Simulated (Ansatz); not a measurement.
Electric field gradients in Os

Computed with DFT PBEsol, scalar-relativistic, plane waves, PAW (Ansatz 0.2.0). Plane waves to 420 eV; Γ-centred k mesh 18×18×10; Fermi-Dirac smearing of 0.15 eV. No spin polarisation.

Relaxed structure:
```yaml
crystal:
  lattice:
    - [2.72892, 0.00000, 0.00000]
    - [-1.36446, 2.36331, 0.00000]
    - [0.00000, 0.00000, 4.31146]
  atoms:
    - { symbol: Os, position: [0.33333, 0.66667, 0.25000] }
    - { symbol: Os, position: [0.66667, 0.33333, 0.75000] }
```

In a metal these results depend on the k mesh and the smearing. Spin–orbit coupling is left out, which matters for gradients at heavy nuclei.

Question: Give V_zz (10²¹ V/m²) and the asymmetry η at each distinct site.

Answer:
| atom | V_zz | η |
| --- | --- | --- |
| Os (atom 1) | -5.96 | 0.00 |

Cost: 1 run of about 0.11 core-minutes, on Arm Neoverse V1 (shared hosts).